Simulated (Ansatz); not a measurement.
# Gaps and decay in ZnSe/MgS stacks, part 3 of 7

Aim: gap, minibands and decay constants of ZnSe/MgS superlattices of several periods. The crystals are ZnSe zinc blende(001) and MgS zinc blende(001), on a common net of side 4.059 Å (+0.0 % and +0.7 % against typed lattice constants near PBE's). Layer spacings come from each crystal relaxed along the normal on that net, and the joins take bond lengths estimated from both crystals. The stacks are then relaxed. The first steps treat the bulk crystals alone.

Ansatz 0.2.0; PBE DFT, plane waves, PAW files (the session's first sound run).

So far, gap on path (eV): step 3 (band edges, strain 0, crystal ZnSe zinc blende(001)) 1.14; step 5 (band edges, strain 0.007, crystal MgS zinc blende(001)) 3.32.

## Step 7: Band edges of the superlattice, atomic layers of each crystal 2×2, k-mesh 6×6×4

The band edges of this cell are searched, off the mesh as well. The next step's energy window follows from its gap.

File input.yaml:

```yaml
crystal:
  lattice:
    - [4.058792924, 0.0, 0.0]
    - [0.0, 4.058792924, 0.0]
    - [0.0, 0.0, 5.6365607011]
  atoms:
    - { symbol: Zn, position: [0.0, 0.0, 0.0160308311] }
    - { symbol: Se, position: [0.5, 0.0, 0.2660481221] }
    - { symbol: Mg, position: [0.5, 0.5, 0.543115516] }
    - { symbol: S, position: [0.0, 0.5, 0.7893348182] }
kpoints:
  mp_grid: { grid: [6, 6, 4] }
  band_path: { path: [VBM, CBM], npoints: 24 }
scf:
  occupations: { method: fixed }
  max_iter: 120
hamiltonian:
  xc: pbe
output:
  eigenvalues: true
  write_potential: true
  write_density: true
  volumetric_format: npy
  elf: true
```

The run is started by

```console
> ansatz run input.yaml --threads 8 --pin off --max-ram 20480MiB --backend cpu --events-out ev --progress --plain --runs-dir out
```

Numbers of over 12 decimals in the logs are rounded to 6 here.

What it wrote:

```text
[...]
Crystal: 4 atoms, lattice volume = 92.856 Å³
Basis set: ecut = 420 eV, 1843 PW (Γ)
Bands: 27, of which v1, the nominal top of the filled ones, is band 22 counted from 1 (21 counted from 0)
Symmetry: 4 space group operations
[...]
k-points: 48 of 144 (time reversal used)
[...]
SCF iter   1: F=—  HF=-11618.101727 eV  |F-HF|=—  |Δ(HF+E_count)|=         —  Δρ=6.24e-4  dr2=6.28e-4  ethr=1.77e-3  ⟨swp⟩=5.0  Hψ=5073  notcnv=0  defer=140
[...]
SCF iter   7: F=-11618.101141 eV  HF=-11618.101141 eV  |F-HF|=5.94e-8  |Δ(HF+E_count)|=   4.07e-7  Δρ=6.98e-6  dr2=8.92e-8  ethr=2.27e-10  ⟨swp⟩=6.1  Hψ=5860  notcnv=0
SCF 1 converged in 7 iterations: F = -11618.101141 eV  dr2 = 8.92e-8
[...]
SCF converged after 7 iterations
Free energy (F): -11618.101141 eV
[...]
Internal energy: -11618.101141 eV  (E = F + TS)
E sigma→0 (E₀):  -11618.101141 eV
Fermi energy:    4.804384 eV
[...]
--- Band table (eV; the first three rows and the last of 48) ---
  k-point 0: bands = [... 18 lower, 3.0745, 4.7731, 4.7818, 4.8044, 6.8332, 8.1642, 9.2216, 11.5723, ... 1 higher]
  k-point 1: bands = [... 18 lower, 3.2201, 3.8775, 4.5663, 4.5667, 7.8575, 8.5931, 9.4767, 10.9738, ... 1 higher]
  k-point 2: bands = [... 18 lower, 3.3003, 3.4319, 4.2686, 4.3096, 8.8479, 9.1614, 9.7169, 10.4493, ... 1 higher]
  k-point 47: bands = [... 18 lower, 2.4195, 2.7098, 2.7156, 2.8639, 10.2564, 10.2842, 10.7626, 11.9291, ... 1 higher]
```

Wall time 6.8 s (8 threads of Intel Xeon at 2.70GHz, shared host); peak memory 0.54 GiB; 44 s of CPU time.

Numbers from this step:

- gap on the k-mesh: 2.029 eV
- gap on path: 2.029 eV, by band count; negative where bands overlap

Levels at VBM (eV): -5.89, -5.86, -5.78, -5.69, -5.58, -3.68, -1.81, -1.73, -0.03, -0.02, 0.00, 2.03, 3.36, 4.42, 6.77, 6.79.

Valence density in the ca plane at fractional y = 0.000, with atoms of Zn and Se within 0.2 Å of it. It is the smooth field of the valence electrons, not physical close to the nuclei.

Values in e/Å³, 11 rows by 16 columns, each cell a mean:
```
19  7  1  0  0  0  0  0  0  0  0  0  0  0  1  6
 2  1  1  0  0  0  0  0  0  0  0  0  0  0  0  1
 0  0  0  1  1  0  0  0  0  0  0  0  0  0  0  0
 0  0  1  2  3  2  1  0  0  0  0  0  0  0  0  0
 0  0  2  9 22 10  2  0  0  0  0  0  0  0  0  0
 0  0  2 13 33 14  2  1  0  0  0  0  0  0  0  0
 0  0  1  4  9  4  1  0  0  0  0  0  0  0  0  0
 0  0  1  1  1  1  0  0  0  0  0  0  0  0  0  0
 1  1  0  0  0  0  0  0  0  0  0  0  0  0  0  0
 7  3  1  0  0  0  0  0  0  0  0  0  0  0  1  3
35 13  2  0  0  0  0  0  0  0  0  0  0  0  1 11
```
Columns run along c (5.6 Å), rows up along a (4.1 Å). Atoms in or near the plane, at fractional coordinates: Zn at (0.02, 0.00), Se at (0.27, 0.50).

ELF in the ca plane at fractional y = 0.000, with atoms of Zn and Se within 0.2 Å of it. It is the smooth field of the valence electrons, not physical close to the nuclei.

Values, 11 rows by 16 columns, each cell a mean:
```
0.00 0.03 0.14 0.18 0.21 0.16 0.09 0.04 0.02 0.01 0.02 0.05 0.11 0.15 0.15 0.03
0.11 0.14 0.22 0.40 0.54 0.49 0.37 0.22 0.08 0.02 0.02 0.04 0.09 0.14 0.18 0.15
0.19 0.31 0.56 0.74 0.75 0.70 0.64 0.51 0.28 0.08 0.02 0.03 0.05 0.11 0.15 0.17
0.37 0.64 0.79 0.76 0.68 0.71 0.74 0.69 0.53 0.23 0.05 0.02 0.03 0.05 0.10 0.18
0.53 0.74 0.76 0.51 0.27 0.48 0.75 0.77 0.67 0.39 0.10 0.02 0.01 0.02 0.06 0.20
0.55 0.74 0.73 0.41 0.15 0.38 0.74 0.78 0.69 0.42 0.12 0.02 0.01 0.02 0.06 0.21
0.47 0.71 0.79 0.66 0.50 0.62 0.75 0.74 0.61 0.31 0.08 0.02 0.02 0.03 0.08 0.19
0.26 0.48 0.71 0.79 0.76 0.73 0.70 0.62 0.41 0.14 0.03 0.02 0.04 0.08 0.13 0.17
0.16 0.20 0.35 0.59 0.67 0.62 0.52 0.36 0.16 0.04 0.02 0.03 0.07 0.13 0.17 0.18
0.03 0.07 0.17 0.25 0.34 0.30 0.20 0.10 0.04 0.02 0.02 0.05 0.10 0.15 0.17 0.08
0.00 0.01 0.12 0.17 0.16 0.09 0.04 0.02 0.01 0.01 0.02 0.05 0.11 0.15 0.13 0.01
```
Columns run along c (5.6 Å), rows up along a (4.1 Å). Atoms in or near the plane, at fractional coordinates: Zn at (0.02, 0.00), Se at (0.27, 0.50).

Electrostatic potential energy in the ca plane at fractional y = 0.000, with atoms of Zn and Se within 0.2 Å of it. With pseudopotentials it is smooth inside the atoms' cores, unlike the true potential.

Ten even steps from '_' (-31 eV) to '@' (10 eV), each cell a mean:
```
____--%%@@@@@@@@@@@@@@@@@@%%--__
::--**%%@@@@@@@@@@@@@@@@@@%%**--
####%%##**##%%@@@@@@@@@@@@@@%%%%
@@%%**======**%%@@@@@@@@@@@@@@@@
@@##==++##**==##@@@@@@@@@@@@@@@@
@@##==**##**==##@@@@@@@@@@@@@@@@
@@%%++++++++++%%@@@@@@@@@@@@@@@@
%%%%##++==++##@@@@@@@@@@@@@@@@%%
==++##%%%%%%@@@@@@@@@@@@@@@@%%++
__..==%%@@@@@@@@@@@@@@@@@@%%++..
____::##@@@@@@@@@@@@@@@@@@##--__
```
Columns run along c (5.6 Å; values clipped at the 3rd and 97th percentile), rows up along a (4.1 Å). Atoms in or near the plane, at fractional coordinates: Zn at (0.02, 0.00), Se at (0.27, 0.50).

The searched edges give 2.03 eV, as on the mesh.

## Step 8: Minibands and complex bands along the stacking, atomic layers of each crystal 2×2, k-mesh 6×6×4

This step: PBE DFT, plane waves, PAW files; complex bands by layer matching along the plane's normal (Ansatz 0.2.0).

The whole cell is now the period, so open channels are minibands and Im kz is the decay through the stack.

input.yaml, the sections that differ from step 7:

```yaml
kpoints:
  mp_grid: { grid: [6, 6, 4] }
output:
  eigenvalues: true
  transmission:
    leads: [[0, 0]]
    kpoints: [[0.0, 0.0], [0.5, 0.0]]
    e_range: [-1.5, 3.53]
    de: 0.07
# crystal, scf, hamiltonian: as in step 7
```

What it wrote:

```text
[...]
Crystal: 4 atoms, lattice volume = 92.856 Å³
Basis set: ecut = 420 eV, 1843 PW (Γ)
Bands: 27, of which v1, the nominal top of the filled ones, is band 22 counted from 1 (21 counted from 0)
Symmetry: 4 space group operations
[...]
k-points: 48 of 144 (time reversal used)
[...]
SCF iter   1: F=—  HF=-11618.101727 eV  |F-HF|=—  |Δ(HF+E_count)|=         —  Δρ=6.24e-4  dr2=6.28e-4  ethr=1.77e-3  ⟨swp⟩=5.0  Hψ=5073  notcnv=0  defer=140
[...]
SCF iter   7: F=-11618.101141 eV  HF=-11618.101141 eV  |F-HF|=5.94e-8  |Δ(HF+E_count)|=   4.07e-7  Δρ=6.98e-6  dr2=8.92e-8  ethr=2.27e-10  ⟨swp⟩=6.1  Hψ=5860  notcnv=0
SCF 1 converged in 7 iterations: F = -11618.101141 eV  dr2 = 8.92e-8
[...]
transmission: 7 of 14 steps passed
transmission: 14 of 14 steps passed
SCF converged after 7 iterations
Free energy (F): -11618.101141 eV
[...]
Internal energy: -11618.101141 eV  (E = F + TS)
E sigma→0 (E₀):  -11618.101141 eV
Fermi energy:    4.804384 eV
[...]
--- Band table (eV; the first three rows and the last of 48) ---
  k-point 0: bands = [... 18 lower, 3.0745, 4.7731, 4.7818, 4.8044, 6.8332, 8.1642, 9.2216, 11.5723, ... 1 higher]
  k-point 1: bands = [... 18 lower, 3.2201, 3.8775, 4.5663, 4.5667, 7.8575, 8.5931, 9.4767, 10.9738, ... 1 higher]
  k-point 2: bands = [... 18 lower, 3.3003, 3.4319, 4.2686, 4.3096, 8.8479, 9.1614, 9.7169, 10.4493, ... 1 higher]
  k-point 47: bands = [... 18 lower, 2.4195, 2.7098, 2.7156, 2.8639, 10.2564, 10.2842, 10.7626, 11.9291, ... 1 higher]
--- Transmission ---
  basis      : 145 plane waves across, 7 finite elements along
  points     : 2, as listed
  energies   : 72 from -1.500000 to 3.470000 eV about the Fermi level, 0.070000 eV apart; the leads are filled to 1.014422 eV, and channels, transmission and decay are at 1.020000 eV
  crystal 0  : Mg1S1Zn1Se1, at the sites [0, 0], period 5.6366 Å: whole cells are its period
    offset         : up to 0.0000 Å between an atom of the period and one for which it stands
    channels       : 0.000000e0 a spin
    conductance    : none, the energies end too early or step too widely for 300 K: set another output.transmission.e_range or a lower de, or, where they end at an eighth of basis.ecutwfc, a higher one
    slowest decay  : 0.1596 /Å at (0.0000, 0.0000)
```

Run time: 7.2 s. Hardware: 8 threads; peak memory 0.77 GiB; 43 s of CPU time.

Numbers from this step:

```yaml
decay_constant_at_the_filling_level_zone_centre: 0.1595 Å⁻¹
decay_constant_at_the_filling_level_slowest_listed_point: 0.1596 Å⁻¹
```

Lower lead, k parallel (0, 0); values up to 1.5 1/Å, a degenerate pair printed once or twice; energies at which all values exceed this have no row. Table of Im kz of the slowest decaying states by energy, zero at the highest filled level on the SCF mesh:

| energy (eV) | decay 1 (Å⁻¹) | decay 2 (Å⁻¹) | decay 3 (Å⁻¹) | decay 4 (Å⁻¹) |
| --- | --- | --- | --- | --- |
| -1.5000 | 0.0342 | 0.855 | 1.33 | - |
| -1.2200 | 0.158 | 0.219 | 0.826 | 1.30 |
| -1.0100 | 0.193 | 0.234 | 0.805 | 1.27 |
| -0.7300 | 0.160 | 0.194 | 0.777 | 1.23 |
| -0.5200 | 0.0720 | 0.756 | 1.20 | - |
| -0.2400 | 0.728 | 1.17 | - | - |
| -0.0300 | 0.00838 | 0.707 | 1.14 | - |
| 0.2500 | 0.113 | 0.250 | 0.269 | 0.678 |
| 0.5300 | 0.144 | 0.343 | 0.361 | 0.648 |
| 0.7400 | 0.156 | 0.390 | 0.406 | 0.625 |
| 1.0200 | 0.160 | 0.436 | 0.452 | 0.593 |
| 1.2300 | 0.155 | 0.462 | 0.477 | 0.567 |
| 1.5100 | 0.137 | 0.488 | 0.504 | 0.531 |
| 1.7200 | 0.112 | 0.502 | 0.504 | 0.519 |
| 2.0000 | 0.0369 | 0.460 | 0.519 | 0.534 |
| 2.2800 | 0.413 | 0.530 | 0.545 | 0.774 |
| 2.4900 | 0.372 | 0.535 | 0.550 | 0.734 |
| 2.7700 | 0.309 | 0.538 | 0.553 | 0.678 |
| 2.9800 | 0.250 | 0.539 | 0.554 | 0.632 |
| 3.2600 | 0.130 | 0.537 | 0.551 | 0.566 |

Lower lead, k parallel (0, 0). Table of Re kz of states that move upwards by energy, zero at the highest filled level on the SCF mesh:

| energy (eV) | channel 1 (Å⁻¹) | channel 2 (Å⁻¹) | channel 3 (Å⁻¹) |
| --- | --- | --- | --- |
| -1.50 | -0.418 | 0.363 | - |
| -1.36 | -0.381 | - | - |
| -1.15 | -0.330 | - | - |
| -1.01 | -0.298 | - | - |
| -0.80 | -0.250 | - | - |
| -0.66 | -0.218 | - | - |
| -0.45 | -0.457 | -0.429 | -0.168 |
| -0.31 | -0.333 | -0.328 | -0.132 |
| -0.10 | -0.173 | -0.158 | -0.0619 |
| -0.03 | -0.0926 | -0.0476 | - |
| 0.04 | - | - | - |
| 0.18 | - | - | - |
| 0.39 | - | - | - |
| 0.53 | - | - | - |
| 0.74 | - | - | - |
| 0.88 | - | - | - |
| 1.09 | - | - | - |
| 1.23 | - | - | - |
| 1.44 | - | - | - |
| 1.58 | - | - | - |
| 1.79 | - | - | - |
| 1.93 | - | - | - |
| 2.07 | 0.0450 | - | - |
| 2.28 | 0.117 | - | - |
| 2.42 | 0.150 | - | - |
| 2.63 | 0.195 | - | - |
| 2.77 | 0.223 | - | - |
| 2.98 | 0.264 | - | - |
| 3.12 | 0.292 | - | - |
| 3.33 | 0.335 | - | - |
| 3.47 | 0.138 | 0.364 | - |

Lower lead, k parallel (0.5, 0); values up to 1.5 1/Å, a degenerate pair printed once or twice; energies at which all values exceed this have no row. The Im kz of the slowest decaying states by energy, zero at the highest filled level on the SCF mesh:

| energy (eV) | decay 1 (Å⁻¹) | decay 2 (Å⁻¹) | decay 3 (Å⁻¹) | decay 4 (Å⁻¹) |
| --- | --- | --- | --- | --- |
| -1.5000 | 0.668 | 1.10 | 1.20 | 1.39 |
| -1.2200 | 0.479 | 1.02 | 1.18 | 1.33 |
| -1.0100 | 0.192 | 0.950 | 1.16 | 1.30 |
| -0.7300 | 0.562 | 0.829 | 1.13 | 1.25 |
| -0.5200 | 0.128 | 0.638 | 0.684 | 1.11 |
| -0.2400 | 0.153 | 0.215 | 0.456 | 0.695 |
| -0.0300 | 0.195 | 0.256 | 0.682 | 0.721 |
| 0.2500 | 0.231 | 0.296 | 0.744 | 0.776 |
| 0.5300 | 0.253 | 0.326 | 0.757 | 0.819 |
| 0.7400 | 0.263 | 0.343 | 0.763 | 0.837 |
| 1.0200 | 0.269 | 0.360 | 0.766 | 0.850 |
| 1.2300 | 0.269 | 0.370 | 0.765 | 0.854 |
| 1.5100 | 0.262 | 0.378 | 0.762 | 0.854 |
| 1.7200 | 0.252 | 0.381 | 0.757 | 0.851 |
| 2.0000 | 0.231 | 0.382 | 0.748 | 0.823 |
| 2.2800 | 0.198 | 0.378 | 0.736 | 0.788 |
| 2.4900 | 0.160 | 0.373 | 0.726 | 0.762 |
| 2.7700 | 0.0604 | 0.361 | 0.711 | 0.727 |
| 2.9800 | 0.349 | 0.698 | 0.699 | 0.752 |
| 3.2600 | 0.328 | 0.662 | 0.679 | 0.713 |

At the listed wavevectors the last open channel is at -0.03 eV and the next at +2.07 eV on the grid. At +1.02 eV, the grid energy nearest the filling level (the middle of the gap on the SCF mesh), the slowest state at the listed wavevectors decays with κ = 0.160 Å⁻¹, its amplitude falling by e over 6.3 Å.

## Step 9: Relaxation, stack ZnSe 4 / MgS 4, atomic layers of each crystal 4×4

This step: PBE DFT, plane waves, PAW files (Ansatz 0.2.0).

System of this step: ZnSe (4) / MgS (4). The cell holds 8 atoms: 2 Zn, 2 Se, 2 Mg and 2 S. Its edges and angles: a = 4.059 Å, b = 4.059 Å, c = 11.317 Å, α = 90.0°, β = 90.0°, γ = 90.0°. Regions: 0: ZnSe, 4 atoms (2 Zn and 2 Se); 1: MgS, 4 atoms (2 Mg and 2 S). The structure's axis is c.

The stack is relaxed at a fixed cell, since the spacings at the joins were only estimated. The total length stays as laid.

File input.yaml:

```yaml
crystal:
  lattice:
    - [4.058792924, 0.0, 0.0]
    - [0.0, 4.058792924, 0.0]
    - [0.0, 0.0, 11.3169216002]
  atoms:
    - { symbol: Zn, position: [0.0, 0.0, 0.0] }
    - { symbol: Se, position: [0.5, 0.0, 0.1264262894] }
    - { symbol: Zn, position: [0.5, 0.5, 0.2528525788] }
    - { symbol: Se, position: [0.0, 0.5, 0.3792788681] }
    - { symbol: Mg, position: [0.0, 0.0, 0.5294389201] }
    - { symbol: S, position: [0.5, 0.0, 0.6539802127] }
    - { symbol: Mg, position: [0.5, 0.5, 0.7785215054] }
    - { symbol: S, position: [0.0, 0.5, 0.903062798] }
kpoints:
  mp_grid: { grid: [6, 6, 2] }
scf:
  occupations: { method: fixed }
  max_iter: 120
hamiltonian:
  xc: pbe
output:
  eigenvalues: false
  forces: true
relax:
  f_tol: 0.02
  max_steps: 40
```

What it wrote:

```text
[...]
Crystal: 8 atoms, lattice volume = 186.433 Å³
Basis set: ecut = 420 eV, 3653 PW (Γ), exchange–correlation on 60×60×160 points (8 copies of the dense FFT grid, shifted against one another)
Bands: 53, of which v1, the nominal top of the filled ones, is band 44 counted from 1 (43 counted from 0)
Symmetry: 4 space group operations
[...]
k-points: 32 of 72
[...]
SCF iter   1: F=—  HF=-23236.250565 eV  |F-HF|=—  |Δ(HF+E_count)|=         —  Δρ=8.90e-4  dr2=7.36e-3  ethr=1.77e-3  ⟨swp⟩=4.8  Hψ=5774  notcnv=0  defer=207
[...]
SCF iter   6: F=-23236.248458 eV  HF=-23236.248459 eV  |F-HF|=3.86e-7  |Δ(HF+E_count)|=   7.66e-7  Δρ=3.05e-5  dr2=1.53e-6  ethr=9.70e-9  ⟨swp⟩=2.9  Hψ=5613  notcnv=0
SCF 1 converged in 6 iterations: F = -23236.248458 eV  dr2 = 1.53e-6
[...]
relax step   1: F+E_penalty+E_count = -23236.24845840 eV  Δ(F+E_penalty+E_count) = +0.000e0 eV  max|allowed force component| = 8.378e-1 eV/Å  Δτ_max = 0.0000 Å  (6 SCF iters, dr2 threshold 1.00e-5 eV, accepted)
[...]
SCF iter   6: F=-23236.342415 eV  HF=-23236.342417 eV  |F-HF|=1.44e-6  |Δ(HF+E_count)|=   2.50e-5  Δρ=3.79e-5  dr2=5.08e-6  ethr=4.98e-8  ⟨swp⟩=4.0  Hψ=5919  notcnv=0
SCF 2 converged in 6 iterations: F = -23236.342415 eV  dr2 = 5.08e-6
[...]
relax step   2: F+E_penalty+E_count = -23236.34241511 eV  Δ(F+E_penalty+E_count) = -9.396e-2 eV  max|allowed force component| = 3.636e-1 eV/Å  Δτ_max = 0.0919 Å  (6 SCF iters, dr2 threshold 4.39e-5 eV, accepted)
SCF iter   1: F=—  HF=-23236.358877 eV  |F-HF|=—  |Δ(HF+E_count)|=         —  Δρ=1.84e-3  dr2=3.77e-3  ethr=3.24e-5  ⟨swp⟩=4.7  Hψ=3389  notcnv=0  defer=160
[...]
SCF iter   5: F=-23236.357856 eV  HF=-23236.357857 eV  |F-HF|=1.19e-6  |Δ(HF+E_count)|=   2.96e-6  Δρ=3.83e-5  dr2=5.66e-6  ethr=9.39e-9  ⟨swp⟩=3.0  Hψ=6144  notcnv=0
SCF 3 converged in 5 iterations: F = -23236.357856 eV  dr2 = 5.66e-6
relax step   3: F+E_penalty+E_count = -23236.35785612 eV  Δ(F+E_penalty+E_count) = -1.544e-2 eV  max|allowed force component| = 1.151e-1 eV/Å  Δτ_max = 0.0262 Å  (5 SCF iters, dr2 threshold 8.26e-6 eV, accepted)
[...]
relax step   4: F+E_penalty+E_count = -23236.35942835 eV  Δ(F+E_penalty+E_count) = -1.572e-3 eV  max|allowed force component| = 4.503e-2 eV/Å  Δτ_max = 0.0122 Å  (5 SCF iters, dr2 threshold 1.33e-6 eV, accepted)
SCF iter   1: F=—  HF=-23236.359567 eV  |F-HF|=—  |Δ(HF+E_count)|=         —  Δρ=4.52e-4  dr2=2.40e-4  ethr=2.97e-6  ⟨swp⟩=3.3  Hψ=3360  notcnv=0  defer=160
[...]
SCF iter   6: F=-23236.359594 eV  HF=-23236.359594 eV  |F-HF|=1.64e-8  |Δ(HF+E_count)|=   1.00e-7  Δρ=3.41e-6  dr2=4.55e-8  ethr=1.14e-10  ⟨swp⟩=4.2  Hψ=5839  notcnv=0
SCF 5 converged in 6 iterations: F = -23236.359594 eV  dr2 = 4.55e-8
relax step   5: F+E_penalty+E_count = -23236.35959401 eV  Δ(F+E_penalty+E_count) = -1.657e-4 eV  max|allowed force component| = 1.942e-2 eV/Å  Δτ_max = 0.0083 Å  (6 SCF iters, accepted)
SCF converged after 6 iterations
Free energy (F): -23236.359594 eV
[...]
Internal energy: -23236.359594 eV  (E = F + TS)
E sigma→0 (E₀):  -23236.359594 eV
Fermi energy:    4.914133 eV
[...]
--- Forces (eV/Å), atoms counted from 1 ---
  atom   1  Zn     0.00000000     0.00000000     0.00139027
  atom   2  Se     0.00000000     0.00000000    -0.01941352
  atom   3  Zn     0.00000000     0.00000000     0.00088937
  atom   4  Se     0.00000000     0.00000000     0.01205128
  atom   5  Mg     0.00000000     0.00000000    -0.01264481
  atom   6  S      0.00000000     0.00000000     0.00338650
  atom   7  Mg     0.00000000     0.00000000     0.01749879
  atom   8  S      0.00000000     0.00000000    -0.00313017
  max |Σ_I F_I| component: 2.77e-5 eV/Å
--- Relaxed structure (5 steps of the walk, 5 accepted, 0 SCFs on fresh bases) ---
  F+E_penalty+E_count = -23236.35959401 eV   max|allowed force component| = 1.942e-2 eV/Å
  atoms:
    - { symbol: Zn, position: [0.0, 0.0, 0.00802548] }
    - { symbol: Se, position: [0.5, 0.0, 0.133651] }
    - { symbol: Zn, position: [0.5, 0.5, 0.259350] }
    - { symbol: Se, position: [0.0, 0.5, 0.384734] }
    - { symbol: Mg, position: [0.0, 0.0, 0.523551] }
    - { symbol: S, position: [0.5, 0.0, 0.647496] }
    - { symbol: Mg, position: [0.5, 0.5, 0.771703] }
    - { symbol: S, position: [0.0, 0.5, 0.895051] }
[...]
```

Elapsed: 16 s, on 8 threads; peak memory 0.82 GiB; 1.7 min of CPU time.

Relaxation path:

| step | energy less that of the first step (eV) | largest force component (eV/Å) |
| --- | --- | --- |
| 1 | 0.0000 | 0.8378 |
| 2 | -0.0940 | 0.3636 |
| 3 | -0.1094 | 0.1151 |
| 4 | -0.1110 | 0.0450 |
| 5 | -0.1111 | 0.0194 |

The run keeps the 4 symmetry operations that it works with, so distortions that break them were not tested.

The atoms that moved most (Å):

| atom | dx | dy | dz | length |
| --- | --- | --- | --- | --- |
| Zn1 | 0.000 | 0.000 | 0.091 | 0.091 |
| S8 | 0.000 | 0.000 | -0.091 | 0.091 |
| Se2 | 0.000 | 0.000 | 0.082 | 0.082 |
| Mg7 | 0.000 | 0.000 | -0.077 | 0.077 |
| Zn3 | 0.000 | 0.000 | 0.074 | 0.074 |
| S6 | 0.000 | 0.000 | -0.073 | 0.073 |
| Mg5 | 0.000 | 0.000 | -0.067 | 0.067 |
| Se4 | 0.000 | 0.000 | 0.062 | 0.062 |

The relaxed structure:

```cif
data_structure
_symmetry_space_group_name_H-M 'P 1'
_symmetry_Int_Tables_number 1
_cell_length_a 4.0588
_cell_length_b 4.0588
_cell_length_c 11.3169
_cell_angle_alpha 90.000
_cell_angle_beta 90.000
_cell_angle_gamma 90.000
_cell_volume 186.43
loop_
_atom_site_label
_atom_site_type_symbol
_atom_site_fract_x
_atom_site_fract_y
_atom_site_fract_z
_atom_site_occupancy
Zn1 Zn 0.00000 0.00000 0.00803 1
Se2 Se 0.50000 0.00000 0.13365 1
Zn3 Zn 0.50000 0.50000 0.25935 1
Se4 Se 0.00000 0.50000 0.38473 1
Mg5 Mg 0.00000 0.00000 0.52355 1
S6 S 0.50000 0.00000 0.64750 1
Mg7 Mg 0.50000 0.50000 0.77170 1
S8 S 0.00000 0.50000 0.89505 1
```

This step gave:

| Property | Result |
| --- | --- |
| free energy | -23236.3596 eV |
| Fermi energy | 4.914 eV |

The largest force component on a free atom ends at 0.019 eV/Å.

(Part 3 of 7 ends here.)

[Logs are printed without paths, hosts, clocks, repeated set-up lines and the standing remarks that a program may print on its own settings, such as how far it seeks lower states.]

[Hosts, paths, dates, database ids (printed as entryN), source tags and the programs' standing remarks are cut or masked in the printed files.]
